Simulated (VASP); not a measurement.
Input of a VASP 6.6.1 run:

INCAR

```
SYSTEM = TaN
PREC = Accurate
ENCUT = 520
EDIFF = 1E-6
ISMEAR = -1
SIGMA = 0.05
LREAL = .False.
LASPH = .True.
NELM = 60
ALGO = Normal
ISIF = 2
LWAVE = .False.
LCHARG = .False.
LMAXMIX = 4
METAGGA = TPSS
LMIXTAU = .True.
NBANDS = 24
```

KPOINTS

```
regular mesh
0
Gamma
  10 10 5
  0 0 0
```

Contents of POSCAR:

```
TaN
1.0
    2.9217699809      0.0000000000      0.0000000000
   -1.4608849905      2.5303270275      0.0000000000
    0.0000000000      0.0000000000      5.9165150000
Ta N
2 2
Direct
    0.0000000000      0.0000000000      0.5000000000
    0.0000000000      0.0000000000      0.0000000000
    0.3333333333      0.6666666667      0.2500000000
    0.6666666667      0.3333333333      0.7500000000
```

Contents of KPOINTS_OPT:

```
path GMKGALHA,LM,KH
15
line-mode
reciprocal
 0.0000000000  0.0000000000  0.0000000000  G
 0.5000000000  0.0000000000  0.0000000000  M

 0.5000000000  0.0000000000  0.0000000000  M
 0.3333333333  0.3333333333  0.0000000000  K

 0.3333333333  0.3333333333  0.0000000000  K
 0.0000000000  0.0000000000  0.0000000000  G

 0.0000000000  0.0000000000  0.0000000000  G
 0.0000000000  0.0000000000  0.5000000000  A

 0.0000000000  0.0000000000  0.5000000000  A
 0.5000000000  0.0000000000  0.5000000000  L

 0.5000000000  0.0000000000  0.5000000000  L
 0.3333333333  0.3333333333  0.5000000000  H

 0.3333333333  0.3333333333  0.5000000000  H
 0.0000000000  0.0000000000  0.5000000000  A

 0.5000000000  0.0000000000  0.5000000000  L
 0.5000000000  0.0000000000  0.0000000000  M

 0.3333333333  0.3333333333  0.0000000000  K
 0.3333333333  0.3333333333  0.5000000000  H
```

Potentials or basis: VASP PAW PBE potentials, release 64 (Ta_pv, N).

Launch:

```bash
$ cat potpaw_PBE.64/Ta_pv/POTCAR potpaw_PBE.64/N/POTCAR > POTCAR
$ mpirun -np 1 vasp_std > vasp.out
```

Q: Predict the band gap along the path.

A: None (metal or under the smearing width).

Q: Predict the pressure.

A: -2.0 GPa.

Stress tensor (GPa, compression positive):
```
-2.87  0.00  0.00
 0.00 -2.87  0.00
 0.00  0.00 -0.19
```

Caveat: the PAW data sets were made with another functional, which shifts forces and pressure a little; spin-orbit coupling is left out, which moves the levels of the heavy elements.
